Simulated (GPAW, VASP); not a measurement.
This is a calculation of Ge (Germanium) for VASP 6.6.1. 

File INCAR:

```
SYSTEM = Ge
PREC = Accurate
ENCUT = 520
EDIFF = 1E-6
ISMEAR = 0
SIGMA = 0.012
LREAL = .False.
LASPH = .True.
NELM = 100
ALGO = Normal
ISIF = 2
LWAVE = .False.
LCHARG = .True.
GGA = PE
LELF = .True.
LVHAR = .True.
NBANDS = 21
```

File KPOINTS:

```
regular mesh
0
Gamma
  8 8 8
  0 0 0
```

The input POSCAR:

```
Ge
1.0
    0.0000000000      2.8289100000      2.8289100000
    2.8289100000      0.0000000000      2.8289100000
    2.8289100000      2.8289100000      0.0000000000
Ge
2
Direct
    0.7500000000      0.7500000000      0.7500000000
    0.5000000000      0.5000000000      0.5000000000
```

Potentials or basis: VASP PAW PBE potentials, release 64 (Ge_d).

The run is started by

```console
$ cat potpaw_PBE.64/Ge_d/POTCAR > POTCAR
$ mpirun -np 1 vasp_std > vasp.out
```

Q: Translate it to GPAW 26.7.0 (ASE script). Potentials or basis there: GPAW PAW data sets (gpaw-data 1.2.1), cutoff 600 eV.

A: As run (cutoffs and basis follow the program's own potentials, and thresholds, step limits or extra output files can differ):

run.py

```python
from ase.dft.bandgap import bandgap
from ase.io import read, write
from ase.units import Bohr, GPa
from gpaw import GPAW, PW
from gpaw.elf import elf_from_dft_calculation

atoms = read('Ge.xyz')

calc = GPAW(mode=PW(600),
            xc='PBE',
            kpts={'size': (8, 8, 8), 'gamma': True},
            occupations={'name': 'methfessel-paxton', 'order': 0, 'width': 0.012},
            nbands=11,
            convergence={'density': 1e-05, 'energy': 1e-05},
            maxiter=150,
            txt='gpaw.txt')
atoms.calc = calc
energy = atoms.get_potential_energy()
forces = atoms.get_forces()
stress = atoms.get_stress()
calc.write('gs.gpw')
write('result.traj', atoms)
print(f'Energy: {energy:.6f} eV')
print('Forces (eV/A):')
print(forces.round(4))
print('Stress (GPa):', (stress / GPa).round(3))
print('Fermi level:', round(calc.get_fermi_level(), 4), 'eV')
print(f'Gap: {bandgap(calc)[0]:.4f} eV, direct: {bandgap(calc, direct=True)[0]:.4f} eV')

# fields on the real-space grid
write('density.cube', atoms, data=calc.get_pseudo_density() * Bohr**3)
write('potential.cube', atoms, data=calc.get_electrostatic_potential())
write('elf.cube', atoms, data=elf_from_dft_calculation(calc).data)
```

Contents of Ge.xyz:

```xyz
2
Lattice="0.0000000000 2.8289100000 2.8289100000 2.8289100000 0.0000000000 2.8289100000 2.8289100000 2.8289100000 0.0000000000" Properties=species:S:1:pos:R:3 pbc="T T T"
Ge     4.2433650000      4.2433650000      4.2433650000
Ge     2.8289100000      2.8289100000      2.8289100000
```

Potentials or basis: GPAW PAW data sets (gpaw-data 1.2.1), pw.

Command:

```sh
$ OMP_NUM_THREADS=1 python run.py
```

Both were run:

|  | VASP | GPAW |
| --- | --- | --- |
| Pressure | 3.5 GPa | 3.8 GPa |

The potentials hold 28 and 8 valence electrons a cell.

Pressure is positive in compression.
